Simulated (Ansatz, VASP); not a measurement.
# Si in VASP and in Ansatz

```xyz
4
Lattice="3.8472 0.0000 0.0000 -1.9236 3.3318 0.0000 0.0000 0.0000 18.4447" Properties=species:S:1:pos:R:3 pbc="T T T"
Si    0.0000    2.2212    4.9723
Si    1.9236    1.1106    4.5000
Si   -1.2824    2.9616    9.4647
Si    0.6412    1.8510    8.9923
```

Alike in both runs: task single point; functional PBE; dispersion D3(BJ); k mesh 9 × 9 × 1; occupations gaussian, width 0.1 eV; no spin polarisation.

|  | VASP | Ansatz |
| --- | --- | --- |
| version | VASP 6.6.1 | Ansatz 0.2.0 |
| potentials or method | VASP PAW PBE potentials, release 64 (Si) | scalar-relativistic, plane waves, PAW |
| plane-wave cutoff (eV) | 520 | 420 |
| valence electrons in the cell | 16 | 16 |

VASP gave:

```
gap on the k mesh at the Fermi level (eV) : 0.20
least direct gap on the mesh (eV)         : 0.20
rms of the force components (eV/Å)        : 0.082
```

Question: What did Ansatz give for the same quantities?

Answer: gap on the k mesh at the Fermi level (eV): 0.20; least direct gap on the mesh (eV): 0.20; rms of the force components (eV/Å): 0.084.

Atom by atom the forces differ by 0.004 eV/Å (rms over components).
